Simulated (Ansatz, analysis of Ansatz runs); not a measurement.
## Charge-transition level of the Cr on the Ga site in GaP (r2SCAN)

Aim: the charge-transition level of the Cr on the Ga site in GaP, to be set beside the measurement. Set-up: r2SCAN, 64-site cell, r2SCAN lattice, 500 eV, k: the single point 1/4 1/4 1/4 then 2x2x2 shifted 0.5 0.5 0.5. The model is a cell of 64 host atoms with 1 Ga taken out and 1 Cr put in. The level is the Fermi energy at which two charge states have equal formation energy, after a correction for the images of the charge. A meta-GGA costs about twice a GGA and mends lattice constants and part of the gap.

Measured beforehand: (0/-1) level above the valence-band top: 1.125 eV at 4.2 K, by two-step excitation of photoluminescence (optical) (quoted in “Electronic structure of transition-atom impurities in GaP”, 1985, V. A. Singh and Alex Zunger, quoting earlier work (1982)). (+1/0) level above the valence-band top: 0.5 eV, by quenching data and EPR; photocapacitance (quoted in “Electronic structure of transition-atom impurities in GaP”, 1985, V. A. Singh and Alex Zunger, quoting earlier work (1978)).

Main program and level: Ansatz 0.2.0; plane-wave PAW DFT, r2SCAN; relaxation of all atoms of a defect supercell.

Most raw output is cut from this account.

## 1. The starting structure

The cell holds 64 atoms: 31 Ga, 32 P and 1 Cr. Cell: a = 10.901 Å, b = 10.901 Å, c = 10.901 Å, α = 90.0°, β = 90.0°, γ = 90.0°. It derives from GaP (space group F-43m). Nearest the centre at fractional (0.500, 0.500, 0.500): Cr57 at 0.00 Å, P16 at 2.36 Å, P38 at 2.36 Å, P23 at 2.36 Å, P61 at 2.36 Å, Ga34 at 3.85 Å, Ga19 at 3.85 Å, Ga12 at 3.85 Å. The cell carries charge +1.

The host's primitive cell comes from a first run (plane-wave PAW DFT, r2SCAN; relaxation of the host's cell and atoms): vectors of 3.854, 3.854 and 3.854 Å. That is 20.24 Å³ an atom. The supercell is built on it.

## 2. Relaxation, charge +1

Every later number rests on the structure around the defect, so the atoms are relaxed at the host's lattice first.

The input, relax0/input.yaml:

```yaml
relax:
  f_tol: 0.02
  max_steps: 80
  random_displacement: { amplitude: 0.05, seed: 923 }
crystal:
  lattice:
    - [10.901, 0.0, 0.0]
    - [0.0, 0.0, -10.901]
    - [0.0, 10.901, 0.0]
  atoms:
    - { symbol: Ga, position: [0.0, 0.0, 0.0] }
    - { symbol: Ga, position: [0.0, 0.25, 0.25] }
    - { symbol: Ga, position: [0.25, 0.0, 0.25] }
    - { symbol: Ga, position: [0.25, 0.25, 0.0] }
    - { symbol: P, position: [0.125, 0.125, 0.125] }
    - { symbol: P, position: [0.125, 0.375, 0.375] }
    - { symbol: P, position: [0.375, 0.125, 0.375] }
    - { symbol: P, position: [0.375, 0.375, 0.125] }
    - { symbol: Ga, position: [0.0, 0.0, 0.5] }
    - { symbol: Ga, position: [0.0, 0.25, 0.75] }
    - { symbol: Ga, position: [0.25, 0.0, 0.75] }
    - { symbol: Ga, position: [0.25, 0.25, 0.5] }
    - { symbol: P, position: [0.125, 0.125, 0.625] }
    - { symbol: P, position: [0.125, 0.375, 0.875] }
    - { symbol: P, position: [0.375, 0.125, 0.875] }
    - { symbol: P, position: [0.375, 0.375, 0.625] }
    - { symbol: Ga, position: [0.0, 0.5, 0.0] }
    - { symbol: Ga, position: [0.0, 0.75, 0.25] }
    - { symbol: Ga, position: [0.25, 0.5, 0.25] }
    - { symbol: Ga, position: [0.25, 0.75, 0.0] }
    - { symbol: P, position: [0.125, 0.625, 0.125] }
    - { symbol: P, position: [0.125, 0.875, 0.375] }
    - { symbol: P, position: [0.375, 0.625, 0.375] }
    - { symbol: P, position: [0.375, 0.875, 0.125] }
    - { symbol: Ga, position: [0.0, 0.5, 0.5] }
    - { symbol: Ga, position: [0.0, 0.75, 0.75] }
    - { symbol: Ga, position: [0.25, 0.5, 0.75] }
    - { symbol: Ga, position: [0.25, 0.75, 0.5] }
    - { symbol: P, position: [0.125, 0.625, 0.625] }
    - { symbol: P, position: [0.125, 0.875, 0.875] }
    - { symbol: P, position: [0.375, 0.625, 0.875] }
    - { symbol: P, position: [0.375, 0.875, 0.625] }
    - { symbol: Ga, position: [0.5, 0.0, 0.0] }
    - { symbol: Ga, position: [0.5, 0.25, 0.25] }
    - { symbol: Ga, position: [0.75, 0.0, 0.25] }
    - { symbol: Ga, position: [0.75, 0.25, 0.0] }
    - { symbol: P, position: [0.625, 0.125, 0.125] }
    - { symbol: P, position: [0.625, 0.375, 0.375] }
    - { symbol: P, position: [0.875, 0.125, 0.375] }
    - { symbol: P, position: [0.875, 0.375, 0.125] }
    - { symbol: Ga, position: [0.5, 0.0, 0.5] }
    - { symbol: Ga, position: [0.5, 0.25, 0.75] }
    - { symbol: Ga, position: [0.75, 0.0, 0.75] }
    - { symbol: Ga, position: [0.75, 0.25, 0.5] }
    - { symbol: P, position: [0.625, 0.125, 0.625] }
    - { symbol: P, position: [0.625, 0.375, 0.875] }
    - { symbol: P, position: [0.875, 0.125, 0.875] }
    - { symbol: P, position: [0.875, 0.375, 0.625] }
    - { symbol: Ga, position: [0.5, 0.5, 0.0] }
    - { symbol: Ga, position: [0.5, 0.75, 0.25] }
    - { symbol: Ga, position: [0.75, 0.5, 0.25] }
    - { symbol: Ga, position: [0.75, 0.75, 0.0] }
    - { symbol: P, position: [0.625, 0.625, 0.125] }
    - { symbol: P, position: [0.625, 0.875, 0.375] }
    - { symbol: P, position: [0.875, 0.625, 0.375] }
    - { symbol: P, position: [0.875, 0.875, 0.125] }
    - { symbol: Cr, position: [0.5, 0.5, 0.5], spin: 2.0 }
    - { symbol: Ga, position: [0.5, 0.75, 0.75] }
    - { symbol: Ga, position: [0.75, 0.5, 0.75] }
    - { symbol: Ga, position: [0.75, 0.75, 0.5] }
    - { symbol: P, position: [0.625, 0.625, 0.625] }
    - { symbol: P, position: [0.625, 0.875, 0.875] }
    - { symbol: P, position: [0.875, 0.625, 0.875] }
    - { symbol: P, position: [0.875, 0.875, 0.625] }
  host:
    repeats: [2, 2, 2]
    atoms:
      - { symbol: Ga, position: [0.0, 0.0, 0.0] }
      - { symbol: Ga, position: [0.0, 0.5, 0.5] }
      # ... 6 more atoms of the perfect host
total_charge: 1
basis:
  ecutwfc: 500
  xc_grid: 2
hamiltonian:
  xc: r2scan
kpoints:
  mp_grid: { grid: [1, 1, 1], shift: [0.25, 0.25, 0.25] }
magnetization:
  spin_polarized: true
  initial_magnetization: 2
  spin_locking: { lock_magnetization: hard }
scf:
  occupations: { method: fermi_dirac, width: 0.01 }
  max_iter: 120
output:
  forces: true
  charged_corrections:
    epsilon: 10.68
    static_epsilon: 12.72
    defect_position: [0.5, 0.5, 0.5]
checkpoint:
  write: "../relax0.run"
  compress: false
  write_wavefunctions: true
  write_every: 100000
```

The run is started by

```sh
> ansatz run input.yaml --threads 32 --pin off --max-ram 84787MiB --backend cuda --events-out ev --progress --plain --runs-dir out --max-vram 78GiB
```

The job ended after 16 s (1 × NVIDIA GB200 with 32 threads of Arm Neoverse V2, shared host; peak memory 2.7 GiB; 47 s of CPU time).

The steps of the relaxation:

| step | energy less that of the first step (eV) | largest force component (eV/Å) |
| --- | --- | --- |
| 1 | 0.0000 | 0.9543 |
| 2 | -0.8909 | 0.3282 |
| 3 | -0.9809 | 0.2610 |
| 4 | -1.0109 | 0.0271 |
| 5 | -1.0120 | 0.0096 |

The atoms that moved most (Å, from the sites as typed, ahead of the random displacement, the mean shift of all atoms taken out):

| atom | dx | dy | dz | length |
| --- | --- | --- | --- | --- |
| P61 | -0.056 | -0.056 | 0.057 | 0.097 |
| Cr57 | -0.033 | -0.033 | 0.033 | 0.057 |
| Ga42 | 0.030 | 0.014 | 0.006 | 0.034 |
| Ga27 | -0.007 | 0.014 | -0.030 | 0.033 |
| Ga50 | 0.030 | -0.006 | -0.013 | 0.033 |
| Ga51 | 0.014 | -0.007 | -0.029 | 0.033 |
| Ga44 | 0.014 | 0.028 | 0.006 | 0.032 |
| Ga28 | -0.006 | 0.028 | -0.014 | 0.032 |

Neighbours of Cr57 at the end:

| atom | distance (Å) |
| --- | --- |
| P16 | 2.316 |
| P38 | 2.317 |
| P23 | 2.317 |
| P61 | 2.320 |
| Ga12 | 3.815 |
| Ga19 | 3.815 |
| Ga34 | 3.815 |
| Ga42 | 3.869 |
| Ga27 | 3.869 |
| Ga28 | 3.869 |
| Ga44 | 3.869 |
| Ga50 | 3.869 |
| Ga51 | 3.870 |
| Ga58 | 3.891 |
| Ga60 | 3.893 |
| Ga59 | 3.893 |

Numbers from this step:

| Property | Result |
| --- | --- |
| free energy | -145213.7741 eV |
| total moment | 2 μB |
| integral of the absolute spin density | 3.562 μB |
| spin contamination | 0.3180 |

The series, run alike:

| run | outcome | energy less the first (eV) | moment (μB) | time |
| --- | --- | --- | --- | --- |
| relaxation, charge +1 | converged | 0.0000 | 2.00 | 16 s |
| relaxation, charge 0 | converged | 7.2156 | 3.00 | 12 s |

The relaxation ends 16 meV an atom lower than the displaced start, with a largest force component of 0.0096 eV/Å.

## 3. Relaxation, charge −1

The input displaces the atoms at random before the relaxation, so that it can leave a symmetric saddle if there is one.

The input, relax2/input.yaml:

```yaml
relax:
  f_tol: 0.02
  max_steps: 80
  random_displacement: { amplitude: 0.05, seed: 923 }
crystal:
  lattice:
    - [10.901, 0.0, 0.0]
    - [0.0, 0.0, -10.901]
    - [0.0, 10.901, 0.0]
  atoms:
    - { symbol: Ga, position: [0.0, 0.0, 0.0] }
    - { symbol: Ga, position: [0.0, 0.25, 0.25] }
[... 9 atom lines left out ...]
    - { symbol: Ga, position: [0.25, 0.25, 0.5] }
[... 3 atom lines left out ...]
    - { symbol: P, position: [0.375, 0.375, 0.625] }
[... 2 atom lines left out ...]
    - { symbol: Ga, position: [0.25, 0.5, 0.25] }
[... 3 atom lines left out ...]
    - { symbol: P, position: [0.375, 0.625, 0.375] }
[... 10 atom lines left out ...]
    - { symbol: Ga, position: [0.5, 0.25, 0.25] }
[... 3 atom lines left out ...]
    - { symbol: P, position: [0.625, 0.375, 0.375] }
[... 3 atom lines left out ...]
    - { symbol: Ga, position: [0.5, 0.25, 0.75] }
[... 1 atom line left out ...]
    - { symbol: Ga, position: [0.75, 0.25, 0.5] }
[... 5 atom lines left out ...]
    - { symbol: Ga, position: [0.5, 0.75, 0.25] }
    - { symbol: Ga, position: [0.75, 0.5, 0.25] }
[... 5 atom lines left out ...]
    - { symbol: Cr, position: [0.5, 0.5, 0.5], spin: 4.0 }
[... 3 atom lines left out ...]
    - { symbol: P, position: [0.625, 0.625, 0.625] }
[... 2 atom lines left out ...]
    - { symbol: P, position: [0.875, 0.875, 0.625] }
  host:
    repeats: [2, 2, 2]
    atoms:
      - { symbol: Ga, position: [0.0, 0.0, 0.0] }
      - { symbol: Ga, position: [0.0, 0.5, 0.5] }
      # ... 6 more atoms of the perfect host
total_charge: -1
basis:
  ecutwfc: 500
  xc_grid: 2
hamiltonian:
  xc: r2scan
kpoints:
  mp_grid: { grid: [1, 1, 1], shift: [0.25, 0.25, 0.25] }
magnetization:
  spin_polarized: true
  initial_magnetization: 4
  spin_locking: { lock_magnetization: hard }
scf:
  occupations: { method: fermi_dirac, width: 0.01 }
  max_iter: 120
output:
  forces: true
  charged_corrections:
    epsilon: 10.68
    static_epsilon: 12.72
    defect_position: [0.5, 0.5, 0.5]
checkpoint:
  write: "../relax2.run"
  compress: false
  write_wavefunctions: true
  write_every: 100000
```

Wall time 20 s (1 × NVIDIA GB200 with 32 threads); peak memory 2.8 GiB.

Relaxation path:

| step | energy less that of the first step (eV) | largest force component (eV/Å) |
| --- | --- | --- |
| 1 | 0.0000 | 1.2004 |
| 2 | -0.8494 | 0.3306 |
| 3 | -0.7618 | 0.6146 |
| 4 | -0.9519 | 0.0433 |
| 5 | -0.9511 | 0.0962 |
| 6 | -0.9530 | 0.0833 |
| 7 | -0.9549 | 0.0103 |
| 8 | -0.9549 | 0.0103 |

Relaxation steps 3, 5 were tried and not accepted.

The atoms that moved most (Å, from the sites as typed, ahead of the random displacement, the mean shift of all atoms taken out):

| atom | dx | dy | dz | length |
| --- | --- | --- | --- | --- |
| P23 | -0.062 | 0.017 | -0.014 | 0.066 |
| P38 | 0.018 | 0.013 | 0.062 | 0.066 |
| Cr57 | 0.015 | -0.045 | -0.013 | 0.050 |
| P16 | 0.009 | -0.043 | -0.013 | 0.046 |
| Ga50 | -0.028 | 0.028 | 0.016 | 0.043 |
| Ga51 | -0.013 | 0.025 | 0.029 | 0.040 |
| Ga42 | -0.007 | -0.029 | -0.021 | 0.036 |
| Ga60 | -0.003 | 0.034 | 0.004 | 0.034 |

Neighbours of Cr57 at the end:

| atom | distance (Å) |
| --- | --- |
| P16 | 2.365 |
| P23 | 2.371 |
| P38 | 2.373 |
| P61 | 2.393 |
| Ga50 | 3.782 |
| Ga51 | 3.785 |
| Ga34 | 3.830 |
| Ga60 | 3.830 |
| Ga19 | 3.832 |
| Ga42 | 3.860 |
| Ga27 | 3.864 |
| Ga59 | 3.868 |
| Ga12 | 3.869 |
| Ga58 | 3.870 |
| Ga44 | 3.883 |
| Ga28 | 3.886 |

This step gave:

```yaml
free_energy: -145198.7725 eV
total_moment: 4 μB
integral_of_the_absolute_spin_density: 4.596 μB
spin_contamination: 0.1213
```

The relaxation ends 15 meV an atom lower than the displaced start, with a largest force component of 0.010 eV/Å.

## 4. Single point, charge +1

The relaxed structure is kept, and the final numbers are taken at the final level and k-points.

This step: plane-wave PAW DFT, r2SCAN; single point of a defect supercell.

The input, point0/input.yaml:

```yaml
crystal:
  lattice:
    - [10.901, 0.0, 0.0]
    - [0.0, 0.0, -10.901]
    - [0.0, 10.901, 0.0]
  atoms:
    - { symbol: Ga, position: [-0.000495473, 0.000490111, 0.00084146] }
    - { symbol: Ga, position: [-7.1097e-05, 0.25032387, 0.250866959] }
[... 13 atom lines left out ...]
    - { symbol: P, position: [0.376223649, 0.377095825, 0.62540774] }
[... 2 atom lines left out ...]
    - { symbol: Ga, position: [0.24885935, 0.499442164, 0.250195256] }
[... 3 atom lines left out ...]
    - { symbol: P, position: [0.376215567, 0.624957529, 0.377529008] }
[... 10 atom lines left out ...]
    - { symbol: Ga, position: [0.498509974, 0.249746606, 0.25019646] }
[... 3 atom lines left out ...]
    - { symbol: P, position: [0.624048782, 0.377130361, 0.377557479] }
[... 5 atom lines left out ...]
    - { symbol: Ga, position: [0.750610085, 0.24967703, 0.503278874] }
[... 6 atom lines left out ...]
    - { symbol: Ga, position: [0.750590668, 0.502910961, 0.250092336] }
[... 5 atom lines left out ...]
    - { symbol: Cr, position: [0.49628181, 0.497202127, 0.4976969], spin: 2.0 }
    - { symbol: Ga, position: [0.498121272, 0.749595928, 0.750092467] }
    - { symbol: Ga, position: [0.748839381, 0.498950082, 0.750198561] }
    - { symbol: Ga, position: [0.748775078, 0.749703977, 0.499313235] }
    - { symbol: P, position: [0.61924224, 0.620050447, 0.620541502] }
[... 2 atom lines left out ...]
    - { symbol: P, position: [0.873259152, 0.874141897, 0.625686771] }
  host:
    repeats: [2, 2, 2]
    atoms:
      - { symbol: Ga, position: [0.0, 0.0, 0.0] }
      - { symbol: Ga, position: [0.0, 0.5, 0.5] }
      # ... 6 more atoms of the perfect host
total_charge: 1
basis:
  ecutwfc: 500
  xc_grid: 2
hamiltonian:
  xc: r2scan
kpoints:
  mp_grid: { grid: [2, 2, 2], shift: [0.5, 0.5, 0.5] }
magnetization:
  spin_polarized: true
  initial_magnetization: 2
  spin_locking: { lock_magnetization: hard }
scf:
  occupations: { method: fermi_dirac, width: 0.01 }
  max_iter: 120
output:
  forces: true
  charged_corrections:
    epsilon: 10.68
    static_epsilon: 12.72
    defect_position: [0.5, 0.5, 0.5]
  eigenvalues: true
checkpoint:
  read: "../relax0.run"
  write: "../point0.run"
  compress: false
  write_wavefunctions: true
  write_every: 100000
```

It took 5.3 s on 1 × NVIDIA GB200 with 32 threads; peak memory 2.7 GiB.

Read from the output:

```yaml
free_energy: -145213.7402 eV
total_moment: 2 μB
integral_of_the_absolute_spin_density: 3.471 μB
spin_contamination: 0.3045
```

The other runs of this kind differ in structure, charge or spin alone:

| run | outcome | energy less the first (eV) | moment (μB) | time |
| --- | --- | --- | --- | --- |
| single point, charge +1 | converged | 0.0000 | 2.00 | 5.3 s |
| single point, charge 0 | converged | 7.3315 | 3.00 | 5.4 s |

## 5. Single point, charge −1

This step: plane-wave PAW DFT, r2SCAN; single point of a defect supercell.

The input, point2/input.yaml:

```yaml
crystal:
  lattice:
    - [10.901, 0.0, 0.0]
    - [0.0, 0.0, -10.901]
    - [0.0, 10.901, 0.0]
  atoms:
    - { symbol: Ga, position: [-0.000622113, 0.000308009, 0.000790763] }
    - { symbol: Ga, position: [-0.00040387, 0.250246076, 0.250701627] }
[... 13 atom lines left out ...]
    - { symbol: P, position: [0.375217256, 0.376449577, 0.621752374] }
[... 6 atom lines left out ...]
    - { symbol: P, position: [0.368631595, 0.626518505, 0.377291646] }
[... 3 atom lines left out ...]
    - { symbol: Ga, position: [0.251137321, 0.499730251, 0.748192884] }
[... 6 atom lines left out ...]
    - { symbol: Ga, position: [0.5017622, 0.249929821, 0.251233019] }
[... 3 atom lines left out ...]
    - { symbol: P, position: [0.626023672, 0.369596285, 0.376918459] }
[... 3 atom lines left out ...]
    - { symbol: Ga, position: [0.498752865, 0.252202138, 0.748041225] }
[... 7 atom lines left out ...]
    - { symbol: Ga, position: [0.496742538, 0.748755924, 0.253225485] }
    - { symbol: Ga, position: [0.748193367, 0.497595451, 0.252990238] }
[... 5 atom lines left out ...]
    - { symbol: Cr, position: [0.500732091, 0.501445335, 0.496528756], spin: 4.0 }
[... 1 atom line left out ...]
    - { symbol: Ga, position: [0.749224787, 0.502868205, 0.749883143] }
    - { symbol: Ga, position: [0.749043846, 0.749900849, 0.503803756] }
    - { symbol: P, position: [0.625205491, 0.626128537, 0.627408344] }
[... 2 atom lines left out ...]
    - { symbol: P, position: [0.874909217, 0.87587387, 0.626260164] }
  host:
    repeats: [2, 2, 2]
    atoms:
      - { symbol: Ga, position: [0.0, 0.0, 0.0] }
      - { symbol: Ga, position: [0.0, 0.5, 0.5] }
      # ... 6 more atoms of the perfect host
total_charge: -1
basis:
  ecutwfc: 500
  xc_grid: 2
hamiltonian:
  xc: r2scan
kpoints:
  mp_grid: { grid: [2, 2, 2], shift: [0.5, 0.5, 0.5] }
magnetization:
  spin_polarized: true
  initial_magnetization: 4
  spin_locking: { lock_magnetization: hard }
scf:
  occupations: { method: fermi_dirac, width: 0.01 }
  max_iter: 120
output:
  forces: true
  charged_corrections:
    epsilon: 10.68
    static_epsilon: 12.72
    defect_position: [0.5, 0.5, 0.5]
  eigenvalues: true
checkpoint:
  read: "../relax2.run"
  write: "../point2.run"
  compress: false
  write_wavefunctions: true
  write_every: 100000
```

It took 8.3 s on 1 × NVIDIA GB200 with 32 threads; peak memory 2.6 GiB.

Numbers from this step:

```yaml
free_energy: -145198.7023 eV
total_moment: 4.000 μB
integral_of_the_absolute_spin_density: 4.543 μB
spin_contamination: 0.1309
```

## 6. Charge-transition levels

A charged cell feels its images and has its own zero of potential; this step corrects both and places the level between the host's band edges.

This step: place-levels on r2SCAN runs: charge-transition levels with image-charge correction and potential alignment at the atomic sites.

The input, levels.yaml:

```yaml
host:
  run: host.point.run
states: [point0.run, point1.run, point2.run]
geometry_from:
  point0.run: relax0.run
  point1.run: relax1.run
  point2.run: relax2.run
  host.point.run: host.relax.run
```

The run is started by

```sh
> ansatz place-levels levels.yaml -- --threads 32 --pin off --max-ram 84787MiB
```

Elapsed: 0.19 s, on 32 threads.

Read from the output:

```yaml
gap: 1.844 eV
```

## 7. What came out

```yaml
static_dielectric_constant_used: 12.7
band_gap_of_the_host: 1.84 eV
plus_1_over_0_level_above_the_valence_band_top: 0.31 eV
0_minus_1_level_above_the_valence_band_top: 0.93 eV
time_of_the_whole_chain: 79 s on 32 threads and a graphics card
```

**Reading.** (0/-1) level above the valence-band top: computed 0.93 eV, measured 1.125 eV; 0.19 eV below the measurement. (+1/0) level above the valence-band top: computed 0.31 eV, measured 0.5 eV; 0.19 eV below the measurement. The level is counted in a gap of 1.84 eV, and the correction is screened by a dielectric constant of 12.7 from a linear-response run on the host (PBEsol). Levels hang on the band edges, which semilocal functionals place too close together. The total moment is locked at the high-spin value, which doesn't force the spin onto the d shell; spin-orbit coupling, which lowers the gap of these hosts' heavier members, is left out. Limits: the total moment of each charge state is locked at an assumed value.

[Logs are printed without paths, hosts, clocks, repeated set-up lines and the standing remarks that a program may print on its own settings, such as how far it seeks lower states.]

[Hosts, paths, dates, database ids (printed as entryN), source tags and the programs' standing remarks are cut or masked in the printed files.]

[For some hosts the program warned that the k-mesh of the response run may be too coarse for force constants and the static dielectric constant; such warnings are not shown here.]
